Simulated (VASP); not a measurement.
# InP (F-43m) in VASP: notebook

Runs on InP. Level: PBE. Tasks: dielectric tensor.

All numbers are computed with VASP 6.6.1; they aren't measurements. Logs are shortened: lines on timing, memory, paths and dates and some standing lists are left out, and cuts for length are marked.

### 1 The structure

It takes space group F-43m (No. 216, cubic). Conventional cell: a = 5.861 Å, b = 5.861 Å, c = 5.861 Å, α = 90.00°, β = 90.00°, γ = 90.00°. Around In (site symmetry -43m) lie 4 P at 2.54 Å. P (site symmetry -43m) is surrounded by 4 In at 2.54 Å.

### 2 Dielectric tensor, PBE

INCAR reads:

```
  ALGO = Normal
  EDIFF = 1E-8
  ENCUT = 350
  GGA = PE
  ISIF = 2
  ISMEAR = 0
  LASPH = True
  LCHARG = False
  LEPSILON = True
  LREAL = False
  LWAVE = False
  NELM = 100
  PREC = Accurate
  SIGMA = 0.01
```

KPOINTS reads:

```
k-points
0
Gamma
  6 6 6
```

POSCAR reads:

```
InP
1.0
    0.0000000000      2.9305000000      2.9305000000
    2.9305000000      0.0000000000      2.9305000000
    2.9305000000      2.9305000000      0.0000000000
In P
1 1
Direct
    0.0000000000      0.0000000000      0.0000000000
    0.7500000000      0.7500000000      0.7500000000
```

Potentials or basis: VASP PAW PBE potentials, release 64 (In_d, P).

Launch:

```sh
$ cat potpaw_PBE.64/In_d/POTCAR potpaw_PBE.64/P/POTCAR > POTCAR
$ mpirun -np 1 vasp_std > vasp.out
```

OUTCAR:

```text
EDIFF = 1E-8
   ENCUT = 350
   GGA = PE
   ISIF = 2
   ISMEAR = 0
   LASPH = True
   LEPSILON = True
   LREAL = False
   NELM = 100
   PREC = Accurate

 Found     16 irreducible k-points:

 Following reciprocal coordinates:
            Coordinates               Weight
  0.000000  0.000000  0.000000      1.000000
  0.166667  0.000000  0.000000      8.000000
  0.333333  0.000000  0.000000      8.000000
  0.500000  0.000000  0.000000      4.000000
  0.166667  0.166667  0.000000      6.000000
  0.333333  0.166667  0.000000     24.000000
   k-points           NKPTS =     16   k-points in BZ     NKDIM =     16   number of bands    NBANDS=     13
   number of dos      NEDOS =    301   number of ions     NIONS =      2
   total plane-waves  NPLWV =  21952
   dimension x,y,z NGX =    28 NGY =   28 NGZ =   28
   dimension x,y,z NGXF=    56 NGYF=   56 NGZF=   56
   ions per type =               1   1
   NGX,Y,Z   is equivalent  to a cutoff of  11.23, 11.23, 11.23 a.u.
   NGXF,Y,Z  is equivalent  to a cutoff of  22.46, 22.46, 22.46 a.u.
 SYSTEM =  unknown system
   PREC   = accura    normal or accurate (medium, high low for compatibility)
   ISTART =      0    job   : 0-new  1-cont  2-samecut
   ICHARG =      2    charge: 1-file 2-atom 10-const
   ISPIN  =      1    spin polarized calculation?
   LNONCOLLINEAR =      F non collinear calculations
   LSORBIT =      F    spin-orbit coupling
   LASPH  =      T    aspherical Exc in radial PAW
   ENCUT  =  350.0 eV  25.72 Ry    5.07 a.u.   6.32  6.32  6.32*2*pi/ulx,y,z
   NELM   =    100;   NELMIN=  2; NELMDL= -5     # of ELM steps
   EDIFF  = 0.1E-07   stopping-criterion for ELM
   LREAL  =      F    real-space projection
   EDIFFG = 0.1E-06   stopping-criterion for IOM
   NSW    =      0    number of steps for IOM
   IBRION =     -1    ionic relax: 0-MD 1-quasi-New 2-CG
   NFREE  =      0    steps in history (QN), initial steepest desc. (CG)
   ISIF   =      2    stress and relaxation
   ISYM   =      2    0-nonsym 1-usesym 2-fastsym
   POTIM  = 0.5000    time-step for ionic-motion
   TEBEG  =    0.0;   TEEND  =   0.0 temperature during run
   PSTRESS=    0.0 pullay stress
   NELECT =      18.0000    total number of electrons
   NUPDOWN=      -1.0000    fix difference up-down
   EMIN   =  10.00;   EMAX   =-10.00  energy-range for DOS
   EFERMI =   0.00;   METHOD = LEGACY
   ISMEAR =     0;   SIGMA  =   0.01  broadening in eV -4-tet -1-fermi 0-gaus
   EFERMI_NEDOS =   21; number of points for ismear=-14 and -15
   IALGO  =     38    algorithm
   IMIX   =      4    mixing-type and parameters
     AMIX     =   0.40;   BMIX     =  1.00
     AMIX_MAG =   1.60;   BMIX_MAG =  1.00
  volume/ion in A,a.u.               =      25.17       169.83
  Fermi-wavevector in a.u.,A,eV,Ry     =   1.162021  2.195901 18.371846  1.350293
  Thomas-Fermi vector in A             =   2.298587
   LORBIT       =      0    0 simple, 1 ext, 2 COOP (PROOUT), +10 PAW based schemes
   GGA     = PE    functional components
   LHFCALC =     F    Hartree Fock is set to
   AEXX    =    0.0000 exact exchange contribution
   IVDW    =     0    specifies the selected vdW correction
   LEPSILON=     T    determine dielectric tensor
   LRPA    =     F    only Hartree local field effects (RPA)
 non-spin polarized calculation
 Gauss-broadening in eV      SIGMA  =   0.01
  energy-cutoff  :      350.00
  volume of cell :       50.33
 maximum number of plane-waves:       757
 NGX is ok and might be reduce to    28
   NGX = 13   NGY = 13   NGZ = 13

--------------------------------------- Ionic step        1  -------------------------------------------

 number of electron      17.9999990 magnetization

 E-fermi :   5.2888     XC(G=0):  -9.2801

 val. band max:        5.1959844175   @ k =   0.0000   0.0000   0.0000
 cond. band min:       5.9050548781   @ k =   0.0000   0.0000   0.0000
 fundamental gap:      0.7090704606
 Fermi energy:         5.2887709098

 k-point     1 :       0.0000    0.0000    0.0000
  band No.  band energies     occupation
      1      -8.9910      2.00000
      2      -8.9910      2.00000
      3      -8.9910      2.00000
      4      -8.8389      2.00000
      5      -8.8389      2.00000
      6      -6.3228      2.00000
      7       5.1960      2.00000
      8       5.1960      2.00000
      9       5.1960      2.00000
     10       5.9051      0.00000
     11       9.2836      0.00000
     12       9.2836      0.00000
     13       9.2836      0.00000

 k-point     2 :       0.1667    0.0000    0.0000
  band No.  band energies     occupation
      1      -9.0233      2.00000
      2      -8.9786      2.00000
      3      -8.9786      2.00000
      4      -8.8388      2.00000
      5      -8.8388      2.00000
      6      -6.0093      2.00000
      7       3.0135      2.00000
      8       4.8913      2.00000
      9       4.8913      2.00000
     10       6.9955      0.00000
     11       9.6890      0.00000
     12       9.7231      0.00000
     13       9.7231      0.00000

 k-point     3 :       0.3333    0.0000    0.0000
  band No.  band energies     occupation
      1      -9.0826      2.00000
      2      -8.9589      2.00000
      3      -8.9589      2.00000
      4      -8.8324      2.00000
      5      -8.8324      2.00000
      6      -5.2003      2.00000
      7       0.6305      2.00000
      8       4.4190      2.00000
      9       4.4190      2.00000
     10       6.8486      0.00000
     11      10.0631      0.00000
     12      10.0631      0.00000
     13      11.4669      0.00000

 k-point     4 :       0.5000    0.0000    0.0000
  band No.  band energies     occupation
      1      -9.1103      2.00000
      2      -8.9525      2.00000
      3      -8.9525      2.00000
      4      -8.8258      2.00000
      5      -8.8258      2.00000
      6      -4.5970      2.00000
      7      -0.5369      2.00000
      8       4.2237      2.00000
      9       4.2237      2.00000
     10       6.6928      0.00000
     11      10.0035      0.00000
     12      10.0035      0.00000
     13      12.2968      0.00000

 k-point     5 :       0.1667    0.1667    0.0000
  band No.  band energies     occupation
      1      -9.0456      2.00000
      2      -8.9661      2.00000
      3      -8.9661      2.00000
      4      -8.8503      2.00000
      5      -8.8303      2.00000
      6      -5.9064      2.00000
      7       3.0491      2.00000
      8       4.3812      2.00000
      9       4.3812      2.00000
     10       7.8487      0.00000
     11       8.3186      0.00000
     12      10.4839      0.00000
     13      10.4839      0.00000

 k-point     6 :       0.3333    0.1667    0.0000
  band No.  band energies     occupation
      1      -9.0921      2.00000
      2      -8.9483      2.00000
      3      -8.9429      2.00000
      4      -8.8548      2.00000
      5      -8.8229      2.00000
      6      -5.2547      2.00000
      7       1.2450      2.00000
      8       3.6963      2.00000
      9       3.8850      2.00000
     10       7.9218      0.00000
     11       8.9437      0.00000
     12      10.7349      0.00000
     13      11.1505      0.00000

 [... further k-points ...]

  FORCE on cell =-STRESS in cart. coord.  units (eV):
  Direction    XX          YY          ZZ          XY          YZ          ZX
  --------------------------------------------------------------------------------------
  -------------------------------------------------------------------------------------
  Total        0.9561526      0.9561526      0.9561526      0.0000000      0.0000000      0.0000000
  in kB       30.4356542     30.4356542     30.4356542      0.0000000      0.0000000      0.0000000
  external PRESSURE =      30.4356542 kB  Pullay stress =       0.0000000 kB

 VOLUME and BASIS-vectors are now :
 -----------------------------------------------------------------------------
  energy-cutoff  :      350.00
  volume of cell :       50.33
      direct lattice vectors                 reciprocal lattice vectors
     0.000000000  2.930500000  2.930500000    -0.170619348  0.170619348  0.170619348
     2.930500000  0.000000000  2.930500000     0.170619348 -0.170619348  0.170619348
     2.930500000  2.930500000  0.000000000     0.170619348  0.170619348 -0.170619348

 POSITION                                       TOTAL-FORCE (eV/Angst)
 -----------------------------------------------------------------------------------
      0.00000      0.00000      0.00000         0.000000     -0.000000      0.000000
      4.39575      4.39575      4.39575        -0.000000      0.000000     -0.000000
 -----------------------------------------------------------------------------------
    total drift:                               -0.000000     -0.000000      0.000000

  FREE ENERGIE OF THE ION-ELECTRON SYSTEM (eV)
  ---------------------------------------------------
  free  energy   TOTEN  =        -8.3681382627 eV

  energy  without entropy=       -8.3681382627  energy(sigma->0) =       -8.36813826

 HEAD OF MICROSCOPIC STATIC DIELECTRIC TENSOR (INDEPENDENT PARTICLE, excluding Hartree and local field effects)
 ------------------------------------------------------
          21.122343    -0.000000     0.000000
          -0.000000    21.122343     0.000000
          -0.000000     0.000000    21.122343
 ------------------------------------------------------

 Free energy of the ion-electron system (eV)
  ---------------------------------------------------
  ---------------------------------------------------
  free energy    TOTEN  =        -2.91475066 eV

  energy without entropy =       -2.91475066

------------------------ aborting loop because EDIFF is reached ----------------------------------------

--------------------------------------- Ionic step        2  -------------------------------------------

------------------------ aborting loop because EDIFF is reached ----------------------------------------

--------------------------------------- Ionic step        3  -------------------------------------------

 Free energy of the ion-electron system (eV)
  ---------------------------------------------------
  ---------------------------------------------------
  free energy    TOTEN  =        -2.91475050 eV

  energy without entropy =       -2.91475050

------------------------ aborting loop because EDIFF is reached ----------------------------------------

 PIEZOELECTRIC TENSOR FIELD DIRECTION 3  (e Angst)
 -----------------------------------------------------------------------------
    -0.00070  3.05198  0.00000           (  0.00000  0.02769  0.00000)
     3.05198 -0.00070  0.00000           (  0.02769  0.00000  0.00000)
     0.00000  0.00000 -0.00011           (  0.00000  0.00000 -0.00000)

 PIEZOELECTRIC TENSOR FIELD DIRECTION 3  (C/m^2)
 -----------------------------------------------------------------------------
    -0.00022  0.97149  0.00000
     0.97149 -0.00022  0.00000
     0.00000  0.00000 -0.00004

 MACROSCOPIC STATIC DIELECTRIC TENSOR (including local field effects in DFT)
 ------------------------------------------------------
          20.808809    -0.000000     0.000000
          -0.000000    20.808809    -0.000000
          -0.000000    -0.000000    20.808809
 ------------------------------------------------------

 PIEZOELECTRIC TENSOR (including local field effects)  for field in x, y, z        (e  Angst)
          XX          YY          ZZ          XY          YZ          ZX
  --------------------------------------------------------------------------------
  x     0.00000     0.00000     0.00000     0.00000     3.06636    -0.00000
  y     0.00000    -0.00000     0.00000    -0.00000     0.00000     3.06636
  z    -0.00000     0.00000     0.00000     3.06636     0.00000     0.00000

 PIEZOELECTRIC TENSOR (including local field effects)  for field in x, y, z        (C/m^2)
          XX          YY          ZZ          XY          YZ          ZX
  --------------------------------------------------------------------------------
  x     0.00000     0.00000     0.00000     0.00000     0.97606    -0.00000
  y     0.00000    -0.00000     0.00000    -0.00000     0.00000     0.97606
  z    -0.00000     0.00000     0.00000     0.97606     0.00000     0.00000

 BORN EFFECTIVE CHARGES (including local field effects) (in |e|, cummulative output)
 ---------------------------------------------------------------------------------
 ion    1
    1     2.83934     0.00000     0.00000
    2     0.00000     2.83934     0.00000
    3    -0.00000     0.00000     2.83934
 ion    2
    1    -2.83934    -0.00000    -0.00000
    2    -0.00000    -2.83934     0.00000
    3     0.00000    -0.00000    -2.83934
```

Wall time 1.8 min (1 thread of Intel Xeon Platinum 8488C (Sapphire Rapids), shared host); peak memory 0.19 GiB.

The run converged, but some of its settings lie outside the range that counts as converged, so its numbers aren't taken as properties of the crystal.

What came out:

```
Band gap on the k mesh                  : 0.71 eV, direct
Electronic dielectric tensor (diagonal) : 20.81
Born charges (mean of the diagonal)     : In +2.84; P -2.84 e
```

Caveat: spin-orbit coupling is left out, which moves the levels of the heavy elements.

(Part 1 of 2 ends here.)
